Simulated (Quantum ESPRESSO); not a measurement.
The system is NiO.

```
Ni O
1.0
     0.00000    2.08590    2.08590
     2.08590    0.00000    2.08590
     2.08590    2.08590    0.00000
Ni O
1 1
Direct
  0.00000 0.00000 0.00000
  0.50000 0.50000 0.50000
```

```yaml
Program: Quantum ESPRESSO 7.5
Task: Wannier functions
Functional: LDA
Potentials_or_basis: PseudoDojo 0.4.1 SR LDA standard
Cutoff: 1333 eV
Density_cutoff: 5333 eV
k_mesh: 7 × 7 × 7
Occupations: fermi-dirac, width 0.05 eV
Spin: collinear spin, ferromagnetic start
Starting_moments: "[1.0, 0.0] μB"
Iterations: 0
Form_of_the_LDA_correlation: PW92
Mixing_beta: 0.3
Most_SCF_iterations: 120
SCF_threshold: 4e-10 Ry
k_mesh_for_the_Wannier_functions: 7 × 7 × 7
Projections: Ni spd, O sp
```

Start: atomic projections with disentanglement, frozen window up to 1.0 eV over the reference level; the lowest 4 bands are left out; no minimisation of the spread. The reference level is the Fermi level, or the middle of the gap.

Task: With atomic projections with disentanglement, how many functions result, how localised are they, and how well do they interpolate the bands?

Result: 26 functions with spreads from 0.42 to 1.68 Å², 22.1 Å² in all; they miss the direct bands by 2 meV (root mean square).

Spin up: Wannier functions:
| function | nearest atom | distance (Å) | spread (Å²) | on-site energy from the reference level (eV) |
| --- | --- | --- | --- | --- |
| 1 | 1 Ni | 0.00 | 1.66 | 7.22 |
| 2 | 1 Ni | 0.00 | 1.68 | 13.89 |
| 3 | 1 Ni | 0.00 | 1.68 | 13.89 |
| 4 | 1 Ni | 0.00 | 1.68 | 13.89 |
| 5 | 1 Ni | 0.00 | 0.42 | -2.28 |
| 6 | 1 Ni | 0.00 | 0.48 | -1.61 |
| 7 | 1 Ni | 0.00 | 0.48 | -1.61 |
| 8 | 1 Ni | 0.00 | 0.42 | -2.28 |
| 9 | 1 Ni | 0.00 | 0.48 | -1.61 |
| 10 | 2 O | 0.00 | 0.51 | -16.68 |
| 11 | 2 O | 0.00 | 0.52 | -3.37 |
| 12 | 2 O | 0.00 | 0.52 | -3.37 |
| 13 | 2 O | 0.00 | 0.52 | -3.37 |
Spin down: Wannier functions:
```
function  nearest atom  distance (Å)  spread (Å²)  on-site energy from the reference level (eV)
       1          1 Ni          0.00         1.67                                          7.32
       2          1 Ni          0.00         1.68                                         13.96
       3          1 Ni          0.00         1.68                                         13.96
       4          1 Ni          0.00         1.68                                         13.96
       5          1 Ni          0.00         0.43                                         -1.77
       6          1 Ni          0.00         0.48                                         -1.36
       7          1 Ni          0.00         0.48                                         -1.36
       8          1 Ni          0.00         0.43                                         -1.77
       9          1 Ni          0.00         0.48                                         -1.36
      10           2 O          0.00         0.51                                        -16.57
      11           2 O          0.00         0.52                                         -3.27
      12           2 O          0.00         0.52                                         -3.27
      13           2 O          0.00         0.52                                         -3.27
```

Parts of the spread (Å²): spin up: invariant 5.97, diagonal 0.000, off-diagonal 5.07, total 11.04; spin down: invariant 5.98, diagonal 0.000, off-diagonal 5.10, total 11.08. Against the direct bands the interpolation misses by 2 meV (root mean square) and 14 meV at most, for states up to 1 eV over the reference level.

Caveat: the k mesh is coarse (spacing up to 0.37 Å⁻¹), so the values aren't converged; a cell with one magnetic atom can't hold antiferromagnetic order, which such compounds often take; semilocal functionals often make such compounds metallic where correlation or magnetic order opens a gap, which also shifts bond lengths.
